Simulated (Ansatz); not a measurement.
# TiAl3: further runs on the relaxed cell

The task, for TiAl3: compute bands, density of states and charges, compare with the cell as listed and fit an equation of state.

Method: DFT PBE, scalar-relativistic, plane waves, PAW, in Ansatz 0.2.0.

1 further run of the same task is left out (set aside as unsound or not needed).

### Step 1. The system as given

The structure is cubic, space group Pm-3m (No. 221). The conventional cell has a = 3.980 Å, b = 3.980 Å, c = 3.980 Å, α = 90.00°, β = 90.00°, γ = 90.00°. Ti (site symmetry m-3m) is surrounded by 12 Al at 2.81 Å. Around Al (site symmetry 4/mmm) lie 4 Ti at 2.81 Å and 8 Al at 2.81 Å.

As a file:

```
CELL_PARAMETERS angstrom
3.97973 0.00000 0.00000
0.00000 3.97973 0.00000
0.00000 0.00000 3.97973
ATOMIC_POSITIONS crystal
Ti 0.00000 0.00000 0.00000
Al 0.50000 0.50000 0.00000
Al 0.50000 0.00000 0.50000
Al 0.00000 0.50000 0.50000
```

It goes back to an entry of the Materials Project, which need not be the stable form.

It is the result of an earlier relaxation at this level (volume 15.76 Å³/atom; gap on the mesh: none (metal)).

### Step 2. Electronic structure at the relaxed geometry

input.yaml

```yaml
crystal:
  lattice:
    - [3.9797267061, 0.0, 0.0]
    - [0.0, 3.9797267061, 0.0]
    - [0.0, 0.0, 3.9797267061]
  atoms:
    - { symbol: Ti, position: [0.0, 0.0, 0.0] }
    - { symbol: Al, position: [0.5, 0.5, 0.0] }
    - { symbol: Al, position: [0.5, 0.0, 0.5] }
    - { symbol: Al, position: [0.0, 0.5, 0.5] }
basis:
  ecutwfc: 420
kpoints:
  mp_grid: { grid: [10, 10, 10] }
  band_path:
    path:
      - [[0.0, 0.0, 0.0], [0.0, 0.5, 0.0], [0.5, 0.5, 0.0], [0.0, 0.0, 0.0], [0.5, 0.5, 0.5], [0.0, 0.5, 0.0]]
      - [[0.5, 0.5, 0.5], [0.5, 0.5, 0.0]]
    npoints: 14
hamiltonian:
  xc: pbe
scf:
  occupations: { method: gaussian, width: 0.1 }
  n_extra_bands: 10
output:
  forces: true
  stress: true
  eigenvalues: true
  populations: true
  dos: { projected: true, de: 0.02, nscf_kmesh: { grid: [15, 15, 15] } }
  bader: true
  write_density: true
  write_potential: true
  elf: true
  volumetric_format: npy
```

Started as:

```console
ansatz run input.yaml --threads 1 --pin off --max-ram 2560MiB --backend cpu --events-out ev --progress --plain --runs-dir out
```

Output:

```text
Warning: RAYON_NUM_THREADS=1 ignored (pool sized by the plan → 1); use --threads N
scf.n_extra_bands = 10 over 11 filled bands (N_el = 21.0): the run solves 21 bands
Engine: ansatz 0.2.0, aarch64-unknown-linux-gnu
Pseudopotentials: kind: paw
Pseudopotential: Ti, paw, valence charge 12, recommended cutoff 420 eV (normal), Ti.paw.azcp
Pseudopotential: Al, paw, valence charge 3, recommended cutoff 420 eV (normal), Al.paw.azcp
Functional definition: PBE
  parameter kappa = 0.804
  parameter beta = 0.06672455060314922
  exchange = pbe_x(kappa = kappa, mu = beta*pi^2/3)
  correlation = pbe_c(beta = beta)
Crystal: 4 atoms, lattice volume = 63.032 Å³
Basis set: ecut = 420 eV, 1237 PW (Γ), exchange–correlation on 54×54×54 points (8 copies of the dense FFT grid, shifted against one another)
Bands: 21, of which v1, the nominal top of the filled ones, is band 11 counted from 1 (10 counted from 0)
Symmetry: 48 space group operations
Space group: Pm-3m (ITA 221), of the structure as read, at distance tolerance 4.0e-5 Å
k-points: 56 of 1000
Non-local potential: Ti, projectors of the file, l = 0: 3, l = 1: 2, l = 2: 3, l = 3: 1
Non-local potential: Al, projectors of the file, l = 0: 2, l = 1: 2, l = 2: 1
PAW form: soft (Blöchl's): semilocal exchange-correlation on the pseudo side does not see the compensation charge
PAW one-centre angular grid: Ti, 590 points (default); XC on 64 Gauss nodes
PAW one-centre angular grid: Al, 110 points (default); XC on 64 Gauss nodes
Initial density: superposition of atomic densities (neutral atoms: chi_scale 0, normalization atom), corrected by the library's trained network
Initial wavefunctions: pseudopotential atomic-orbital guess
Functional: x = pbe(κ = 0.804, μ = 0.2195149727645171), c = pbe(β = 0.06672455060314922)
SCF iter   1: F=—  HF=-4113.656020 eV  |F-HF|=—  |Δ(HF+E_count)|=         —  Δρ=2.45e-3  dr2=8.08e-3  ethr=1.77e-3  ⟨swp⟩=5.9  Hψ=6525  notcnv=0  defer=7
preconditioner: auto → Kerker (q_TF=auto, 2.272 Å⁻¹)  [metal: Δε(μ)=0.020 eV  Ē_g=7.931 eV  σ=0.100 eV  W_gap=0.11  n_scr=18 (ndim 8)  ℏωp=16.9 eV  f_vac=0.000  D(μ)=2.19/eV (n_scr^D=18)]
SCF iter   2: F=—  HF=-4113.655365 eV  |F-HF|=—  |Δ(HF+E_count)|=   6.56e-4  Δρ=1.24e-3  dr2=2.02e-3  ethr=3.85e-5  ⟨swp⟩=1.0  Hψ=1624  notcnv=0  defer=14
SCF iter   3: F=—  HF=-4113.655152 eV  |F-HF|=—  |Δ(HF+E_count)|=   2.13e-4  Δρ=3.16e-4  dr2=1.36e-4  ethr=9.61e-6  ⟨swp⟩=1.0  Hψ=992  notcnv=0  defer=14
SCF iter   4: F=—  HF=-4113.655132 eV  |F-HF|=—  |Δ(HF+E_count)|=   1.97e-5  Δρ=7.54e-5  dr2=5.05e-6  ethr=6.46e-7  ⟨swp⟩=1.2  Hψ=1001  notcnv=0  defer=14
SCF iter   5: F=—  HF=-4113.655270 eV  |F-HF|=—  |Δ(HF+E_count)|=   1.38e-4  Δρ=1.22e-5  dr2=9.73e-8  ethr=4.76e-10  ⟨swp⟩=9.4  Hψ=7114  notcnv=0
SCF iter   6: F=-4113.655270 eV  HF=-4113.655270 eV  |F-HF|=1.70e-8  |Δ(HF+E_count)|=   8.83e-9  Δρ=4.30e-6  dr2=1.96e-8  ethr=4.63e-10  ⟨swp⟩=5.0  Hψ=4487  notcnv=0
SCF 1 converged in 6 iterations: F = -4113.655270 eV  dr2 = 1.96e-8
NSCF: frozen V_eff on 86 k-points
NSCF: frozen V_eff on 120 k-points
SCF converged after 6 iterations
Free energy (F): -4113.655270 eV
Harris-Foulkes:  -4113.655270 eV  (|F-HF|=1.70e-8)
Internal energy: -4113.644317 eV  (E = F + TS)
E sigma→0 (E₀):  -4113.649793 eV
Entropy (-TS):   -0.010953 eV (-2.738 meV/atom)
Fermi energy:    10.284977 eV
--- Per-component energies (eV) ---
  E_band       = -150.591594
  E_kinetic    = 344.532491
  E_local      = -1193.191876  (includes V_loc(G=0)·N_el)
  E_nonlocal   = 40.433186
  E_hartree    = 525.978441
  E_xc         = -218.137089
  E_vxc        = -210.783668  (∫ρ·V_xc dr)
  E_paw        = -2450.971580  (= ΣΔE_a)
  E_vpaw       = -183.544689  (= ΣTr[D̂ρ^β])
  E_aug_tail   = 0.000120  (compensation charges beyond the density's cutoff)
  E_ewald      = -1162.288009
  E_smearing   = -0.010953  (= −TS)
  E_closure    = 0.000000  (closes the sum)
  Σ components = -4113.655270   (vs F -4113.655270, Δ=0.00e0)
--- Forces (eV/Å), atoms counted from 1 ---
  atom   1  Ti     0.00000000     0.00000000    -0.00000000
  atom   2  Al     0.00000000     0.00000000    -0.00000000
  atom   3  Al     0.00000000    -0.00000000     0.00000000
  atom   4  Al     0.00000000     0.00000000     0.00000000
  max |Σ_I F_I| component: 2.80e-30 eV/Å
--- Stress (GPa, compression-positive) ---
       -0.003497      -0.000000       0.000000
       -0.000000      -0.003497       0.000000
        0.000000       0.000000      -0.003497
  P = ⅓ Tr σ = -0.0035 GPa (-0.035 kbar)
--- Band table (eV; the first three rows and the last of 56) ---
  k-point 0: bands = ["-46.7133", "-23.0178", "-23.0178", "-23.0178", "-0.4636", "7.1974", "7.1974", "8.1002", "8.1002", "8.1002", "10.4113", "10.4113", "10.4113", "10.9870", "14.2221", "14.2221", "15.8712", "15.8712", "15.8712", "18.1834", "18.1834"]
  k-point 1: bands = ["-46.7132", "-23.0196", "-23.0177", "-23.0177", "-0.3677", "6.4500", "7.2630", "8.0964", "8.0964", "8.5198", "10.4328", "10.4331", "10.4331", "11.4005", "13.9009", "14.3673", "15.7319", "15.7319", "15.9065", "17.4774", "17.4774"]
  k-point 2: bands = ["-46.7130", "-23.0242", "-23.0174", "-23.0174", "-0.0823", "5.2584", "7.4502", "8.0831", "8.0831", "9.0596", "10.4904", "10.5132", "10.5132", "12.1093", "13.1723", "14.9538", "15.0913", "15.0913", "15.9573", "17.1677", "17.4177"]
  k-point 55: bands = ["-46.7112", "-23.0317", "-23.0317", "-23.0317", "5.1315", "5.1315", "5.1315", "5.3422", "6.7758", "6.7758", "6.7758", "10.4354", "11.4579", "11.4579", "12.9645", "12.9645", "12.9645", "21.7014", "21.7014", "21.7014", "21.9481"]
--- Löwdin populations: 4 sites ---
  site symbol       q [e]
     0     Ti     11.5343
     1     Al      3.1068
     2     Al      3.1068
     3     Al      3.1068
  spilling = 0.006912 (of n_electrons = 21.000000)
--- Bader charges: 4 sites ---
  site symbol  charge [e]  shift [e]
     0     Ti      0.7883     0.0000
     1     Al     -0.2628     0.0000
     2     Al     -0.2628     0.0000
     3     Al     -0.2628     0.0000
  estimated error of the sums over rays = 2.7e-4 e
```

Run time: 21 s. Hardware: 1 thread of Arm Neoverse V2, shared host; peak memory 0.35 GiB.

Per atom:

```
atom  Löwdin electrons  Bader charge (e)  Bader volume (Å³)
 Ti1             11.53             +0.79               12.7
 Al2              3.11             -0.26               16.8
 Al3              3.11             -0.26               16.8
 Al4              3.11             -0.26               16.8
```

bands.tsv at the labelled points (eV, zero at the Fermi level; the bands nearest the Fermi level):

```
point  band 7  band 8  band 9  band 10  band 11  band 12  band 13  band 14
    Γ   -3.09   -2.19   -2.19    -2.19     0.13     0.13     0.13     0.70
    X   -2.26   -2.26   -2.16     0.37     0.69     0.69     0.92     0.99
    M   -6.13   -5.01   -1.27    -1.27     0.59     0.85     1.06     1.11
    Γ   -3.09   -2.19   -2.19    -2.19     0.13     0.13     0.13     0.70
    R   -5.15   -4.94   -3.51    -3.51    -3.51     0.15     1.17     1.17
    X   -2.26   -2.26   -2.16     0.37     0.69     0.69     0.92     0.99
    R   -5.15   -4.94   -3.51    -3.51    -3.51     0.15     1.17     1.17
    M   -6.13   -5.01   -1.27    -1.27     0.59     0.85     1.06     1.11
```

Counts of states by energy window (eV from the Fermi level), total and by projection:

```csv
from,to,total,Ti 3d,Al 3s,Al 3p
-8,-7,0.74,0.04,0.24,0.40
-7,-6,0.97,0.05,0.31,0.52
-6,-5,1.28,0.14,0.47,0.61
-5,-4,1.18,0.18,0.31,0.63
-4,-3,1.71,0.32,0.24,1.07
-3,-2,2.52,0.83,0.16,1.47
-2,-1,1.69,0.82,0.10,0.74
-1,0,1.45,0.83,0.11,0.43
0,1,3.49,2.18,0.19,0.76
1,2,2.95,1.75,0.28,0.56
2,3,2.69,1.07,0.71,0.58
3,4,2.22,0.57,0.47,0.86
4,5,1.87,0.30,0.38,0.78
5,6,2.61,0.38,0.39,1.35
```

A further 9 or so states lie below the table's range.

Density in a lattice plane of the grid's cell (edges 3.98 and 3.98 Å, at 0.000 of the third edge), which holds Ti and Al.

Ten even steps from '0' (0.06 e/Å³) to '9' (10.23 e/Å³):
```
987420000000000000002478
764210000000000000001246
322100000000000000000122
000000000000000000000000
000000000000000000000000
000000000000000000000000
000000000000000000000000
000000000000000000000000
000000000000000000000000
000000000000000000000000
000000000000000000000000
000000000000000000000000
000000000000000000000000
000000000000000000000000
000000000000000000000000
000000000000000000000000
322100000000000000000122
764210000000000000001246
987420000000000000002478
997520000000000000002579
```
Columns run along the first of these edges and rows up along the second, over one cell in 24 and 20 even steps from the bottom left corner. Atoms in the plane (fractional): Ti at (0.00, 0.00), Al at (0.50, 0.50).

ELF in the same plane.

Ten even steps from '0' (0.00) to '9' (0.63):
```
137984112356665321148973
789973113467776431137998
999742134678887643124799
554322357899999875322345
111123578999999987532111
111246799887678899764211
223468998632123689986432
445689985200000258998654
566789974101210147998766
667899973113331137999876
566789974101210147998766
445689985200000258998654
223468998632123689986432
111246799887678899764211
111123578999999987532111
554322357899999875322345
999742134678887643124799
789973113467776431137998
137984112356665321148973
015884111345654311148851
```
Columns run along the first of these edges and rows up along the second, over one cell in 24 and 20 even steps from the bottom left corner. Atoms in the plane (fractional): Ti at (0.00, 0.00), Al at (0.50, 0.50).

Both are smooth fields of the valence electrons: close to the nuclei they are not physical.

The highest ELF values outside the cores: 0.69 on the Al–Al line, 1.3 Å from Al.

### Step 3. Variant: mp_grid.grid [8, 8, 8], dr2_threshold 1.0e-05

input.yaml

```yaml
crystal:
  lattice:
    - [3.9797267061, 0.0, 0.0]
    - [0.0, 3.9797267061, 0.0]
    - [0.0, 0.0, 3.9797267061]
  atoms:
    - { symbol: Ti, position: [0.0, 0.0, 0.0] }
    - { symbol: Al, position: [0.5, 0.5, 0.0] }
    - { symbol: Al, position: [0.5, 0.0, 0.5] }
    - { symbol: Al, position: [0.0, 0.5, 0.5] }
basis:
  ecutwfc: 420
kpoints:
  mp_grid: { grid: [8, 8, 8] }
hamiltonian:
  xc: pbe
scf:
  occupations: { method: gaussian, width: 0.1 }
  convergence: { dr2_threshold: 1.0e-05 }
output:
  forces: true
  eigenvalues: true
  stress: true
```

Started as:

```console
ansatz run input.yaml --threads 1 --pin off --max-ram 2560MiB --backend cpu --events-out ev --progress --plain --runs-dir out
```

Output, shortened:

```text
Warning: scf.convergence.dr2_threshold = 1e-5 eV is looser than this run's default, which is 1e-7 eV or tighter. The error in the forces grows as the threshold's square root, so leave the key out unless less accurate forces are enough
Warning: output.stress: scf.convergence.dr2_threshold = 1e-5 eV is looser than the 4e-10 eV advised for a printed stress (1e-10 eV for each atom of the cell: 4). What an SCF threshold leaves in a stress goes as its square root, and in the free energy as the threshold itself, and one [...]
Warning: RAYON_NUM_THREADS=1 ignored (pool sized by the plan → 1); use --threads N
[...]
[... 1 set-up line as earlier in the session ...]
[...]
Entropy (-TS):   -0.014357 eV (-3.589 meV/atom)
Fermi energy:    10.238278 eV
[...]
--- Forces (eV/Å), atoms counted from 1 ---
  atom   1  Ti     0.00000000    -0.00000000    -0.00000000
  atom   2  Al     0.00000000     0.00000000    -0.00000000
  atom   3  Al     0.00000000    -0.00000000    -0.00000000
  atom   4  Al     0.00000000     0.00000000    -0.00000000
[...]
--- Stress (GPa, compression-positive) ---
        0.041857      -0.000000       0.000000
       -0.000000       0.041857       0.000000
        0.000000       0.000000       0.041857
  P = ⅓ Tr σ = 0.0419 GPa (0.419 kbar)
--- Band table (eV; the first three rows and the last of 35) ---
  k-point 0: bands = ["-46.7290", "-23.0329", "-23.0329", "-23.0329", "-0.4623", "7.1928", "7.1928", "8.1015", "8.1015", "8.1015", "10.4010", "10.4010", "10.4010", "10.9910", "14.2141"]
[...]
```

Run time: 1.6 s. Hardware: 1 thread of Arm Neoverse V2, shared host; peak memory 0.31 GiB.

```
    run     ending  energy change  pressure (GPa)  gap (eV)  force (eV/Å)  cycles   time
 step 2  converged              0             0.0      0.00          0.00       6   21 s
variant  converged  -0.3 meV/atom             0.0      0.00          0.00       6  1.6 s
```

Changing the k-point mesh and convergence setting leaves the energy as it was (-0.3 meV/atom).

### Step 4. Back to the database's cell

input.yaml

```yaml
crystal:
  lattice:
    - [3.95567125, 0.0, 0.0]
    - [0.0, 3.95567125, 0.0]
    - [0.0, 0.0, 3.95567125]
  atoms:
    - { symbol: Ti, position: [0.0, 0.0, 0.0] }
    - { symbol: Al, position: [0.5, 0.5, 0.0] }
    - { symbol: Al, position: [0.5, 0.0, 0.5] }
    - { symbol: Al, position: [0.0, 0.5, 0.5] }
basis:
  ecutwfc: 420
kpoints:
  mp_grid: { grid: [10, 10, 10] }
hamiltonian:
  xc: pbe
scf:
  occupations: { method: gaussian, width: 0.1 }
output:
  forces: true
  stress: true
  eigenvalues: true
  populations: true
```

Started as:

```console
ansatz run input.yaml --threads 1 --pin off --max-ram 2560MiB --backend cpu --events-out ev --progress --plain --runs-dir out
```

Output, shortened:

```text
Warning: RAYON_NUM_THREADS=1 ignored (pool sized by the plan → 1); use --threads N
[...]
[... 4 set-up lines as earlier in the session ...]
[...]
Crystal: 4 atoms, lattice volume = 61.896 Å³
[...]
        0.000000      -0.000000       1.998985
  P = ⅓ Tr σ = 1.9990 GPa (19.990 kbar)
--- Band table (eV; the first three rows and the last of 56) ---
  k-point 0: bands = ["-46.4492", "-22.7591", "-22.7591", "-22.7591", "-0.3492", "7.3814", "7.3814", "8.3054", "8.3054", "8.3054", "10.6316", "10.6316", "10.6316", "11.1958", "14.5792"]
[...]
--- Löwdin populations: 4 sites ---
  site symbol       q [e]
     0     Ti     11.5510
     1     Al      3.1010
     2     Al      3.1010
     3     Al      3.1010
  spilling = 0.006952 (of n_electrons = 21.000000)
```

It took 2.9 s on 1 thread of Arm Neoverse V2, shared host; peak memory 0.33 GiB.

By site:

```
atom  Löwdin electrons
 Ti1             11.55
 Al2              3.10
 Al3              3.10
 Al4              3.10
```

### Step 5. Changing settings: dr2_threshold 1.0e-06

Changes to input.yaml since step 4:

```diff
@@ -18,6 +18,6 @@
   occupations: { method: gaussian, width: 0.1 }
+  convergence: { dr2_threshold: 1.0e-06 }
 output:
   forces: true
+  eigenvalues: true
   stress: true
-  eigenvalues: true
-  populations: true
```

Started as:

```console
ansatz run input.yaml --threads 1 --pin off --max-ram 2560MiB --backend cpu --events-out ev --progress --plain --runs-dir out
```

Output, shortened:

```text
Warning: scf.convergence.dr2_threshold = 1e-6 eV is looser than this run's default, which is 1e-7 eV or tighter. The error in the forces grows as the threshold's square root, so leave the key out unless less accurate forces are enough
Warning: output.stress: scf.convergence.dr2_threshold = 1e-6 eV is looser than the 4e-10 eV advised for a printed stress (1e-10 eV for each atom of the cell: 4). What an SCF threshold leaves in a stress goes as its square root, and in the free energy as the threshold itself, and one [...]
Warning: RAYON_NUM_THREADS=1 ignored (pool sized by the plan → 1); use --threads N
[...]
[... 1 set-up line as earlier in the session ...]
[...]
Entropy (-TS):   -0.010691 eV (-2.673 meV/atom)
Fermi energy:    10.509366 eV
[...]
--- Forces (eV/Å), atoms counted from 1 ---
  atom   1  Ti    -0.00000000     0.00000000     0.00000000
  atom   2  Al    -0.00000000     0.00000000    -0.00000000
  atom   3  Al     0.00000000    -0.00000000    -0.00000000
  atom   4  Al     0.00000000     0.00000000    -0.00000000
[...]
--- Stress (GPa, compression-positive) ---
        1.998939      -0.000000      -0.000000
       -0.000000       1.998939       0.000000
        0.000000       0.000000       1.998939
  P = ⅓ Tr σ = 1.9989 GPa (19.989 kbar)
--- Band table (eV; the first three rows and the last of 56) ---
  k-point 0: bands = ["-46.4492", "-22.7591", "-22.7591", "-22.7591", "-0.3492", "7.3814", "7.3814", "8.3054", "8.3054", "8.3054", "10.6316", "10.6316", "10.6316", "11.1958", "14.5792"]
[...]
```

Run time: 2.4 s. Hardware: 1 thread of Arm Neoverse V2, shared host; peak memory 0.33 GiB.

```
    run     ending  energy change  pressure (GPa)  gap (eV)  force (eV/Å)  cycles   time
 step 4  converged              0             2.0      0.00          0.00       6  2.9 s
variant  converged   0.0 meV/atom             2.0      0.00          0.00       6  2.4 s
```

Energy and cycle count are those of the reference, so the change (convergence setting) left the result and the number of cycles as they were.

### Step 6. The cell scaled to 0.97 of its volume

Changes to input.yaml since step 4:

```diff
@@ -2,5 +2,5 @@
   lattice:
-    - [3.95567125, 0.0, 0.0]
-    - [0.0, 3.95567125, 0.0]
-    - [0.0, 0.0, 3.95567125]
+    - [3.9395246979, 0.0, 0.0]
+    - [0.0, 3.9395246979, 0.0]
+    - [0.0, 0.0, 3.9395246979]
   atoms:
@@ -22,2 +22 @@
   eigenvalues: true
-  populations: true
```

Started as:

```console
ansatz run input.yaml --threads 1 --pin off --max-ram 2560MiB --backend cpu --events-out ev --progress --plain --runs-dir out
```

Output, shortened:

```text
Warning: RAYON_NUM_THREADS=1 ignored (pool sized by the plan → 1); use --threads N
[...]
[... 4 set-up lines as earlier in the session ...]
[...]
Crystal: 4 atoms, lattice volume = 61.141 Å³
[...]
  atom   4  Al     0.00000000     0.00000000     0.00000000
[...]
--- Stress (GPa, compression-positive) ---
        3.434741      -0.000000       0.000000
       -0.000000       3.434741       0.000000
        0.000000       0.000000       3.434741
  P = ⅓ Tr σ = 3.4347 GPa (34.347 kbar)
--- Band table (eV; the first three rows and the last of 56) ---
  k-point 0: bands = ["-46.2690", "-22.5826", "-22.5826", "-22.5826", "-0.2706", "7.5066", "7.5066", "8.4461", "8.4461", "8.4461", "10.7816", "10.7816", "10.7816", "11.3382", "14.8232"]
[...]
```

Run time: 2.4 s. Hardware: 1 thread of Arm Neoverse V2, shared host; peak memory 0.33 GiB.

### Step 7. Changing settings: mp_grid.grid [15, 15, 15], chi_scale 0.3

Changes to input.yaml since step 6:

```diff
@@ -13,3 +13,3 @@
 kpoints:
-  mp_grid: { grid: [10, 10, 10] }
+  mp_grid: { grid: [15, 15, 15] }
 hamiltonian:
@@ -18,5 +18,6 @@
   occupations: { method: gaussian, width: 0.1 }
+  initial_density: { chi_scale: 0.3 }
 output:
   forces: true
+  eigenvalues: true
   stress: true
-  eigenvalues: true
```

Started as:

```console
ansatz run input.yaml --threads 1 --pin off --max-ram 2560MiB --backend cpu --events-out ev --progress --plain --runs-dir out
```

Output, shortened:

```text
Warning: RAYON_NUM_THREADS=1 ignored (pool sized by the plan → 1); use --threads N
[...]
[... 4 set-up lines as earlier in the session ...]
[...]
Crystal: 4 atoms, lattice volume = 61.141 Å³
[...]
  atom   4  Al     0.00000000     0.00000000     0.00000000
[...]
--- Stress (GPa, compression-positive) ---
        3.472641       0.000000       0.000000
        0.000000       3.472641       0.000000
        0.000000       0.000000       3.472641
  P = ⅓ Tr σ = 3.4726 GPa (34.726 kbar)
--- Band table (eV; the first three rows and the last of 120) ---
  k-point 0: bands = ["-46.2738", "-22.5871", "-22.5871", "-22.5871", "-0.2708", "7.5057", "7.5057", "8.4459", "8.4459", "8.4459", "10.7790", "10.7790", "10.7790", "11.3380", "14.8205"]
[...]
```

Wall time 5.9 s (1 thread of Arm Neoverse V2, shared host); peak memory 0.36 GiB.

```
    run     ending  energy change  pressure (GPa)  gap (eV)  force (eV/Å)  cycles   time
 step 6  converged              0             3.4      0.00          0.00       6  2.4 s
variant  converged   0.0 meV/atom             3.5      0.00          0.00       7  5.9 s
```

Changing the k-point mesh and start leaves the energy as it was (0.0 meV/atom). Cost: 7 SCF cycles against 6, 5.9 s against 2.4 s.

[end of part 1 of 2]
